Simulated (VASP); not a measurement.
```
GeTe
1.0
    2.06852     1.19426     3.63341
   -2.06852     1.19426     3.63341
    0.00000    -2.38853     3.63341
Ge Te
1 1
Cartesian
  0.00000   0.00000  10.81553
  0.00000   0.00000   5.76379
```

Method: PBE GGA, VASP's PBE PAW potentials (set 64) (plane waves; VASP). Run with 300 eV cut-off, 8×8×8 Γ-centred mesh, Gaussian smearing of 0.010 eV, potentials Ge_d Te.

At this cut-off the stress carries a Pulay error, which pulls relaxed volumes low. Energy and stress use the plane-wave basis of the starting cell.

Task: The ions, cell shape and volume are relaxed. What does this cell relax into?

Result: 
```
GeTe
1.0
    2.10003     1.21245     3.61106
   -2.10003     1.21245     3.61106
    0.00000    -2.42490     3.61106
Ge Te
1 1
Direct
  0.99576   0.99576   0.99576
  0.52524   0.52524   0.52524
```
Space group R3m (160), at a tolerance of 0.03 Å.

Task: How do energy and volume change from the first to the last step?

Result: The energy (σ→0) changes by -12.0 meV/atom and the volume by +2.4 %, in 8 ionic steps.

| step | E(σ→0) (eV) | max force (eV/Å) | pressure (GPa) | volume (Å³) |
|---|---|---|---|---|
| 1 | -7.8110 | 0.355 | 2.45 | 53.85 |
| 2 | -7.8255 | 0.011 | -1.34 | 57.13 |
| 3 | -7.8311 | 0.105 | -0.21 | 55.97 |
| 4 | -7.8325 | 0.082 | -0.17 | 55.78 |
| 5 | -7.8348 | 0.022 | 0.02 | 55.24 |
| 6 | -7.8349 | 0.003 | 0.11 | 55.04 |
| 7 | -7.8349 | 0.014 | -0.15 | 55.26 |
| 8 | -7.8350 | 0.006 | 0.02 | 55.17 |

The structure comes from a computed database's GeTe entry; how it stands against other phases isn't given here. This run relaxes it. Symmetry was kept, so distortions that lower it aren't found. The run is one of a series of settings (EDIFFG = -0.01, IBRION = 2, ISIF = 3, NSW = 50 against the base run), some of them coarse on purpose.
